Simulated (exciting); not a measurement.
SnTe: single point with LDA

The system is SnTe.

```
CELL_PARAMETERS angstrom
0.00000 3.15085 3.15085
3.15085 0.00000 3.15085
3.15085 3.15085 0.00000
ATOMIC_POSITIONS crystal
Te 0.50000 0.50000 0.50000
Sn 0.00000 0.00000 0.00000
```

- Program: exciting (release sodium)
- Task: single point
- Functional: LDA
- Potentials or basis: all-electron LAPW+lo, shipped species files, valence relativity iora*
- rgkmax: 8
- k mesh: 5 × 5 × 5
- Occupations: gaussian, width 0.027 eV
- Spin: no spin polarisation

```json
{
 "All electrons inside the program's atomic spheres": "Te 49.03; Sn 47.33 (radii Te 2.3, Sn 2.3 bohr)"
}
```

Levels at points of the mesh, in eV from the Fermi level:
```tsv
k point	band 16	band 17	band 18	band 19	band 20	band 21
(0.00, 0.00, 0.00)	-2.19	-2.19	-2.19	3.21	3.21	3.21
```

Run time: 43 s on 1 thread of AMD EPYC 7R43 64-Core Processor (Zen 3) (shared host), peak memory 0.16 GiB.

Caveat: this odd mesh misses L, where the gap lies, so gap, dielectric constants and Born charges aren't listed; rgkmax is low for these elements, so energy differences scatter by about 1 meV per atom. The run has no spin-orbit coupling, so splittings on Te are missing.
